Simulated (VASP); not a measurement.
# InAs (F-43m) in VASP: a series of runs

InAs is run at these levels: HSE06, PBE-based screened hybrid with 45 % exact exchange, PBE-based screened hybrid with 20 % exact exchange, PBE0; tasks: single point.

All numbers are computed with VASP 6.6.1; they aren't measurements. Logs are shortened: lines on timing, memory, paths and dates and some standing lists are left out, and cuts for length are marked.

**Experimental background.**

From a printed reference work, data compilation, for a bulk crystal of InAs at 4.2 K: band gap 0.418 eV (direct).

The runs below are set against these values where they give the same quantity.

### Step 1. The cell of the first run

The structure is cubic, space group F-43m (No. 216). Conventional cell: a = 6.048 Å, b = 6.048 Å, c = 6.048 Å, α = 90.00°, β = 90.00°, γ = 90.00°. In (site symmetry -43m) has 4 As at 2.62 Å within 3.5 Å. As (site symmetry -43m) has 4 In at 2.62 Å within 3.5 Å.

### Step 2. Single point, HSE06

The input, POSCAR:

```
InAs
1.0
    0.0000000000      3.0240000793      3.0240000793
    3.0240000793      0.0000000000      3.0240000793
    3.0240000793      3.0240000793      0.0000000000
In As
1 1
Direct
    0.0000000000      0.0000000000      0.0000000000
    0.7500000000      0.7500000000      0.7500000000
```

The input, INCAR.step1:

```
SYSTEM = InAs
PREC = Accurate
ENCUT = 520
EDIFF = 1E-5
ISMEAR = 0
SIGMA = 0.05
LREAL = .FALSE.
LASPH = .TRUE.
NELM = 100
ALGO = Normal
ISIF = 2
LWAVE = .TRUE.
LCHARG = .FALSE.
GGA = PE
NBANDS = 16
```

The input, INCAR.step2:

```
SYSTEM = InAs
PREC = Accurate
ENCUT = 520
EDIFF = 1E-7
ISMEAR = 0
SIGMA = 0.05
LREAL = .FALSE.
LASPH = .TRUE.
NELM = 100
ALGO = Normal
ISIF = 2
LWAVE = .FALSE.
LCHARG = .FALSE.
GGA = PE
LHFCALC = .TRUE.
HFSCREEN = 0.2079
PRECFOCK = Normal
ISTART = 1
NBANDS = 16
```

The input, KPOINTS:

```
regular mesh
0
G
  6 6 6
  0 0 0
```

Potentials or basis: VASP PAW PBE potentials, release 64 (In_d, As).

Run with:

```sh
$ cat potpaw_PBE.64/In_d/POTCAR potpaw_PBE.64/As/POTCAR > POTCAR
$ cp INCAR.step1 INCAR
$ mpirun -np 1 vasp_std > vasp.out
$ cp INCAR.step2 INCAR
$ mpirun -np 1 vasp_std > vasp.out
```

OUTCAR:

```text
SYSTEM = InAs
   PREC = Accurate
   ENCUT = 520
   EDIFF = 1E-7
   ISMEAR = 0
   LREAL = .FALSE.
   LASPH = .TRUE.
   NELM = 100
   ISIF = 2
   GGA = PE
   LHFCALC = .TRUE.
   HFSCREEN = 0.2079
   PRECFOCK = Normal
   ISTART = 1

 ion  position               nearest neighbor table
   1  0.000  0.000  0.000-   2 2.62   2 2.62   2 2.62   2 2.62
   2  0.750  0.750  0.750-   1 2.62   1 2.62   1 2.62   1 2.62

  LATTYP: Found a face centered cubic cell.
 ALAT       =     6.0480001586

  Lattice vectors:

 A1 = (   0.0000000000,   3.0240000793,   3.0240000793)
 A2 = (   3.0240000793,   0.0000000000,   3.0240000793)
 A3 = (   3.0240000793,   3.0240000793,   0.0000000000)

Analysis of symmetry for initial positions (statically):
=====================================================================
 Subroutine PRICEL returns:
 Original cell was already a primitive cell.

 Routine SETGRP: Setting up the symmetry group for a
 face centered cubic supercell.

 Subroutine GETGRP returns: Found 24 space group operations
 (whereof 24 operations were pure point group operations)
 out of a pool of 48 trial point group operations.

The static configuration has the point symmetry T_d .

Analysis of symmetry for dynamics (positions and initial velocities):
=====================================================================
 Subroutine PRICEL returns:
 Original cell was already a primitive cell.

 Routine SETGRP: Setting up the symmetry group for a
 face centered cubic supercell.

 Subroutine GETGRP returns: Found 24 space group operations
 (whereof 24 operations were pure point group operations)
 out of a pool of 48 trial point group operations.

The dynamic configuration has the point symmetry T_d .

 Subroutine INISYM returns: Found 24 space group operations
 (whereof 24 operations are pure point group operations),
 and found     1 'primitive' translations

----------------------------------------------------------------------------------------

                                     Primitive cell

  volume of cell :      55.3064

  direct lattice vectors                    reciprocal lattice vectors
     0.000000000  3.024000079  3.024000079    -0.165343911  0.165343911  0.165343911
     3.024000079  0.000000000  3.024000079     0.165343911 -0.165343911  0.165343911
     3.024000079  3.024000079  0.000000000     0.165343911  0.165343911 -0.165343911

  length of vectors
     4.276581925  4.276581925  4.276581925     0.286384055  0.286384055  0.286384055

  position of ions in fractional coordinates (direct lattice)
     0.000000000  0.000000000  0.000000000
     0.750000000  0.750000000  0.750000000

  ion indices of the primitive-cell ions
   primitive index   ion index
                 1           1
                 2           2

----------------------------------------------------------------------------------------

 KPOINTS: regular mesh

Automatic generation of k-mesh.
 Grid dimensions read from file:
 generate k-points for:    6    6    6

 Generating k-lattice:

  Cartesian coordinates                     Fractional coordinates (reciprocal lattice)
    -0.027557319  0.027557319  0.027557319     0.166666667  0.000000000  0.000000000
     0.027557319 -0.027557319  0.027557319     0.000000000  0.166666667  0.000000000
     0.027557319  0.027557319 -0.027557319     0.000000000  0.000000000  0.166666667

  Length of vectors
     0.047730676  0.047730676  0.047730676

  Shift w.r.t. Gamma in fractional coordinates (k-lattice)
     0.000000000  0.000000000  0.000000000

 Subroutine IBZKPT returns following result:
 ===========================================

 Found     16 irreducible k-points:

 Following reciprocal coordinates:
            Coordinates               Weight
  0.000000  0.000000  0.000000      1.000000
  0.166667  0.000000  0.000000      8.000000
  0.333333  0.000000  0.000000      8.000000
  0.500000  0.000000  0.000000      4.000000
  0.166667  0.166667  0.000000      6.000000
  0.333333  0.166667  0.000000     24.000000
[... 8 lines left out ...]
 -0.333333  0.333333  0.166667     24.000000
 -0.333333  0.500000  0.166667     12.000000
   k-points           NKPTS =     16   k-points in BZ     NKDIM =    216   number of bands    NBANDS=     16
   number of dos      NEDOS =    301   number of ions     NIONS =      2
   total plane-waves  NPLWV =  32768
   dimension x,y,z NGX =    32 NGY =   32 NGZ =   32
   dimension x,y,z NGXF=    64 NGYF=   64 NGZF=   64
   ions per type =               1   1
   NGX,Y,Z   is equivalent  to a cutoff of  12.44, 12.44, 12.44 a.u.
   NGXF,Y,Z  is equivalent  to a cutoff of  24.88, 24.88, 24.88 a.u.
 SYSTEM =  InAs
   PREC   = accura    normal or accurate (medium, high low for compatibility)
   ISTART =      1    job   : 0-new  1-cont  2-samecut
   ICHARG =      0    charge: 1-file 2-atom 10-const
   ISPIN  =      1    spin polarized calculation?
   LNONCOLLINEAR =      F non collinear calculations
   LSORBIT =      F    spin-orbit coupling
   LASPH  =      T    aspherical Exc in radial PAW
   ENCUT  =  520.0 eV  38.22 Ry    6.18 a.u.   7.95  7.95  7.95*2*pi/ulx,y,z
   NELM   =    100;   NELMIN=  2; NELMDL=  0     # of ELM steps
   EDIFF  = 0.1E-06   stopping-criterion for ELM
   LREAL  =      F    real-space projection
   EDIFFG = 0.1E-05   stopping-criterion for IOM
   NSW    =      0    number of steps for IOM
   IBRION =     -1    ionic relax: 0-MD 1-quasi-New 2-CG
   NFREE  =      0    steps in history (QN), initial steepest desc. (CG)
   ISIF   =      2    stress and relaxation
   ISYM   =      3    0-nonsym 1-usesym 2-fastsym
   POTIM  = 0.5000    time-step for ionic-motion
   TEBEG  =    0.0;   TEEND  =   0.0 temperature during run
   PSTRESS=    0.0 pullay stress
   NELECT =      18.0000    total number of electrons
   NUPDOWN=      -1.0000    fix difference up-down
   EMIN   =  10.00;   EMAX   =-10.00  energy-range for DOS
   EFERMI =   0.00;   METHOD = LEGACY
   ISMEAR =     0;   SIGMA  =   0.05  broadening in eV -4-tet -1-fermi 0-gaus
   EFERMI_NEDOS =   21; number of points for ismear=-14 and -15
   IALGO  =     38    algorithm
   IMIX   =      1    mixing-type and parameters
     AMIX     =   0.40;   BMIX     =  1.00
     AMIX_MAG =   1.60;   BMIX_MAG =  1.00
  volume/ion in A,a.u.               =      27.65       186.61
  Fermi-wavevector in a.u.,A,eV,Ry     =   1.126092  2.128005 17.253319  1.268083
  Thomas-Fermi vector in A             =   2.262772
   LORBIT       =      0    0 simple, 1 ext, 2 COOP (PROOUT), +10 PAW based schemes
   GGA     = PE    functional components
   LHFCALC =     T    Hartree Fock is set to
   PRECFOCK=normal    Normal, Fast or Accurate (Low or Medium for compatibility)
   ENCUT4O =  -1.0   cutoff for four orbital integrals eV
   NKREDX  =     1    reduce k-point grid by
   NKREDY  =     1    reduce k-point grid by
   NKREDZ  =     1    reduce k-point grid by
   AEXX    =    0.2500 exact exchange contribution
   HFSCREEN=    0.2079 screening length (either q_TF or 0.3 A-1)
   HFSCREENC=   0.2079 screening length for correlation (either q_TF or 0.3 A-1)
   ENCUTFOCK=  -1.0 apply spherical cutoff to Coloumb kernel
   IVDW    =     0    specifies the selected vdW correction
   LEPSILON=     F    determine dielectric tensor
   LRPA    =     F    only Hartree local field effects (RPA)
 non-spin polarized calculation
 Gauss-broadening in eV      SIGMA  =   0.05
  energy-cutoff  :      520.00
  volume of cell :       55.31
 maximum number of plane-waves:      1524
  NGX = 24; NGY = 24; NGZ = 24

 number of electron      17.9999990 magnetization

 Free energy of the ion-electron system (eV)
  ---------------------------------------------------
  ext. energy  EPLUGINS =         0.00000000
  ---------------------------------------------------
  free energy    TOTEN  =        -9.20828112 eV

  energy without entropy =       -9.20828112  energy(sigma->0) =       -9.20828112

 E-fermi :   4.3029     XC(G=0):  -7.5798

 val. band max:        4.0933944169   @ k =   0.0000   0.0000   0.0000
 cond. band min:       4.6287680981   @ k =   0.0000   0.0000   0.0000
 fundamental gap:      0.5353736812
 Fermi energy:         4.3028827477

 k-point     1 :       0.0000    0.0000    0.0000
  band No.  band energies     occupation
      1     -12.0339      2.00000
      2     -12.0339      2.00000
      3     -12.0339      2.00000
      4     -11.9007      2.00000
      5     -11.9007      2.00000
      6      -8.9372      2.00000
[... 8 lines left out ...]
     15      14.6978      0.00000
     16      14.6978      0.00000

 k-point     2 :       0.1667    0.0000    0.0000
  band No.  band energies     occupation
      1     -12.0641      2.00000
      2     -12.0241      2.00000
      3     -12.0241      2.00000
      4     -11.9007      2.00000
      5     -11.9007      2.00000
      6      -8.6307      2.00000
[... 8 lines left out ...]
     15      13.5497      0.00000
     16      13.6230      0.00000

 k-point     3 :       0.3333    0.0000    0.0000
  band No.  band energies     occupation
      1     -12.1201      2.00000
      2     -12.0076      2.00000
      3     -12.0076      2.00000
      4     -11.8974      2.00000
      5     -11.8974      2.00000
      6      -7.8622      2.00000
[... 8 lines left out ...]
     15      14.0916      0.00000
     16      14.0916      0.00000

 k-point     4 :       0.5000    0.0000    0.0000
  band No.  band energies     occupation
      1     -12.1465      2.00000
      2     -12.0015      2.00000
      3     -12.0015      2.00000
      4     -11.8935      2.00000
      5     -11.8935      2.00000
      6      -7.3279      2.00000
[... 8 lines left out ...]
     15      15.9141      0.00000
     16      15.9141      0.00000

 k-point     5 :       0.1667    0.1667    0.0000
  band No.  band energies     occupation
      1     -12.0837      2.00000
      2     -12.0140      2.00000
      3     -12.0140      2.00000
      4     -11.9085      2.00000
      5     -11.8952      2.00000
      6      -8.5291      2.00000
[... 8 lines left out ...]
     15      14.5729      0.00000
     16      15.0160      0.00000

 k-point     6 :       0.3333    0.1667    0.0000
  band No.  band energies     occupation
      1     -12.1286      2.00000
      2     -11.9995      2.00000
      3     -11.9956      2.00000
      4     -11.9125      2.00000
      5     -11.8908      2.00000
      6      -7.9050      2.00000
[... 8 lines left out ...]
     15      15.1266      0.00000
     16      15.2002      0.00000
[... 115 lines left out ...]
 k-point    13 :       0.5000    0.5000    0.0000
  band No.  band energies     occupation
      1     -12.2060      2.00000
      2     -11.9520      2.00000
      3     -11.9520      2.00000
      4     -11.9385      2.00000
      5     -11.8789      2.00000
      6      -6.7252      2.00000
[... 8 lines left out ...]
     15      16.6365      0.00000
     16      17.3429      0.00000

 k-point    14 :       0.5000    0.3333    0.1667
  band No.  band energies     occupation
      1     -12.1609      2.00000
      2     -11.9886      2.00000
      3     -11.9768      2.00000
      4     -11.9157      2.00000
      5     -11.8900      2.00000
      6      -7.2750      2.00000
[... 8 lines left out ...]
     15      15.7778      0.00000
     16      17.2108      0.00000

 k-point    15 :      -0.3333    0.3333    0.1667
  band No.  band energies     occupation
      1     -12.1726      2.00000
      2     -11.9878      2.00000
      3     -11.9684      2.00000
      4     -11.9118      2.00000
      5     -11.8937      2.00000
      6      -6.8632      2.00000
[... 8 lines left out ...]
     15      15.9785      0.00000
     16      16.9980      0.00000

 k-point    16 :      -0.3333    0.5000    0.1667
  band No.  band energies     occupation
      1     -12.1889      2.00000
      2     -11.9746      2.00000
      3     -11.9574      2.00000
      4     -11.9229      2.00000
      5     -11.8879      2.00000
      6      -6.6846      2.00000
[... 8 lines left out ...]
     15      16.8589      0.00000
     16      17.0024      0.00000

------------------------ aborting loop because EDIFF is reached ----------------------------------------

  FORCE on cell =-STRESS in cart. coord.  units (eV):
  Direction    XX          YY          ZZ          XY          YZ          ZX
  --------------------------------------------------------------------------------------
  -------------------------------------------------------------------------------------
  Total        0.5767087      0.5767087      0.5767087      0.0000000      0.0000000      0.0000000
  in kB       16.7067388     16.7067388     16.7067388      0.0000000      0.0000000      0.0000000
  external PRESSURE =      16.7067388 kB  Pullay stress =       0.0000000 kB

 VOLUME and BASIS-vectors are now :
 -----------------------------------------------------------------------------
  energy-cutoff  :      520.00
  volume of cell :       55.31
      direct lattice vectors                 reciprocal lattice vectors
     0.000000000  3.024000079  3.024000079    -0.165343911  0.165343911  0.165343911
     3.024000079  0.000000000  3.024000079     0.165343911 -0.165343911  0.165343911
     3.024000079  3.024000079  0.000000000     0.165343911  0.165343911 -0.165343911

 POSITION                                       TOTAL-FORCE (eV/Angst)
 -----------------------------------------------------------------------------------
      0.00000      0.00000      0.00000         0.000000     -0.000000      0.000000
      4.53600      4.53600      4.53600        -0.000000      0.000000     -0.000000
 -----------------------------------------------------------------------------------
    total drift:                               -0.000008     -0.000011     -0.000007

  FREE ENERGIE OF THE ION-ELECTRON SYSTEM (eV)
  ---------------------------------------------------
  free  energy   TOTEN  =        -9.2082811169 eV

  energy  without entropy=       -9.2082811169  energy(sigma->0) =       -9.20828112
```

Run time: 43 min. Hardware: 1 thread of AMD EPYC 7R13 (Zen 3), shared host; peak memory 0.28 GiB.

Results:

| Item | Value |
| --- | --- |
| Free energy | -9.2083 eV |
| Pressure | 1.7 GPa |
| Band gap on the k mesh | 0.54 eV |

Caveat: the PAW data sets were made with another functional, which shifts forces and pressure a little; spin-orbit coupling is left out, which moves the levels of the heavy elements.

### Step 3. Single point, PBE-based screened hybrid with 45 % exact exchange

POSCAR is that of step 2.

The input, INCAR.step1:

```
SYSTEM = InAs
ALGO = Normal
EDIFF = 1E-5
ENCUT = 520
GGA = PE
ISIF = 2
ISMEAR = 0
LASPH = .True.
LREAL = .False.
LWAVE = .True.
NBANDS = 16
NELM = 100
PREC = Accurate
SIGMA = 0.05
```

The input, INCAR.step2:

```
SYSTEM = InAs
AEXX = 0.45
ALGO = Normal
EDIFF = 1E-6
ENCUT = 520
GGA = PE
HFSCREEN = 0.1
ISIF = 2
ISMEAR = 0
ISTART = 1
LASPH = .True.
LCHARG = .True.
LELF = .True.
LHFCALC = .True.
LREAL = .False.
LVHAR = .True.
LWAVE = .False.
NBANDS = 16
NELM = 100
PREC = Accurate
PRECFOCK = Normal
SIGMA = 0.05
```

The input, KPOINTS:

```
k-points
0
Gamma
  6 6 6
  0 0 0
```

Potentials or basis: VASP PAW PBE potentials, release 64 (In_d, As).

Run with:

```sh
$ cat potpaw_PBE.64/In_d/POTCAR potpaw_PBE.64/As/POTCAR > POTCAR
$ cp INCAR.step1 INCAR
$ mpirun -np 1 vasp_std > vasp.out
$ cp INCAR.step2 INCAR
$ mpirun -np 1 vasp_std > vasp.out
```

Wall time 69 min (1 thread of Oxide Virtual Turin-like, shared host); peak memory 0.28 GiB.

It converged, with:

| Property | Result |
| --- | --- |
| Free energy | -11.3522 eV |
| Pressure | -0.4 GPa |
| Band gap on the k mesh | 1.69 eV |

Levels at points of the mesh, in eV from the valence-band top:
```csv
k point,band 7,band 8,band 9,band 10,band 11,band 12
"(0.00, 0.00, 0.00)",0.00,0.00,0.00,1.69,5.88,5.88
"(0.50, 0.00, 0.00)",-6.75,-1.16,-1.16,2.79,6.68,6.68
"(0.50, 0.50, 0.00)",-6.79,-2.74,-2.74,3.14,3.83,11.84
```

Caveat: the PAW data sets were made with another functional, which shifts forces and pressure a little; spin-orbit coupling is left out, which moves the levels of the heavy elements.

### Step 4. Single point, PBE-based screened hybrid with 20 % exact exchange

POSCAR is that of step 3.

The input, INCAR.step1:

```
SYSTEM = InAs
PREC     = Accurate       ! precision mode
ENCUT    = 520            ! plane-wave cutoff, eV
EDIFF    = 1E-5           ! SCF threshold, eV
ISMEAR   = 0              ! smearing method
SIGMA    = 0.05           ! smearing width, eV
LREAL    = .False.        ! projectors in reciprocal space
LASPH    = .True.         ! aspherical terms in the spheres
NELM     = 100            ! most SCF steps
ALGO     = Normal         ! electronic algorithm
ISIF     = 2              ! what is computed and relaxed
LWAVE    = .True.         ! write WAVECAR
LCHARG   = .False.        ! write CHGCAR
NBANDS   = 16             ! bands
GGA      = PE             ! functional
```

The input, INCAR.step2:

```
SYSTEM = InAs
PREC     = Accurate       ! precision mode
ENCUT    = 520            ! plane-wave cutoff, eV
EDIFF    = 1E-6           ! SCF threshold, eV
ISMEAR   = 0              ! smearing method
SIGMA    = 0.05           ! smearing width, eV
LREAL    = .False.        ! projectors in reciprocal space
LASPH    = .True.         ! aspherical terms in the spheres
NELM     = 100            ! most SCF steps
ALGO     = Normal         ! electronic algorithm
ISIF     = 2              ! what is computed and relaxed
LWAVE    = .False.        ! write WAVECAR
LCHARG   = .False.        ! write CHGCAR
GGA      = PE             ! functional
LHFCALC  = .True.         ! exact exchange
AEXX     = 0.2            ! exact-exchange fraction
HFSCREEN = 0.20787        ! screening, 1/A
PRECFOCK = Normal       
NBANDS   = 16             ! bands
ISTART   = 1
```

The input, KPOINTS:

```
Automatic mesh
0
Gamma
  6 6 6
  0 0 0
```

Run with:

```sh
$ cat potpaw_PBE.64/In_d/POTCAR potpaw_PBE.64/As/POTCAR > POTCAR
$ cp INCAR.step1 INCAR
$ mpirun -np 1 vasp_std > vasp.out
$ cp INCAR.step2 INCAR
$ mpirun -np 1 vasp_std > vasp.out
```

It took 66 min on 1 thread of Oxide Virtual Turin-like, shared host; peak memory 0.28 GiB.

It converged, with:

```
Free energy            : -8.8847 eV
Pressure               : 2.0 GPa
Band gap on the k mesh : 0.38 eV
```

Levels at points of the mesh, in eV from the valence-band top:
```csv
k point,band 7,band 8,band 9,band 10,band 11,band 12
"(0.00, 0.00, 0.00)",0.00,0.00,0.00,0.38,4.51,4.51
"(0.50, 0.00, 0.00)",-6.16,-1.05,-1.05,1.51,5.30,5.30
"(0.50, 0.50, 0.00)",-6.22,-2.49,-2.49,2.00,2.59,10.07
```

Caveat: the PAW data sets were made with another functional, which shifts forces and pressure a little; spin-orbit coupling is left out, which moves the levels of the heavy elements.

(Continued in part 2 of 2.)
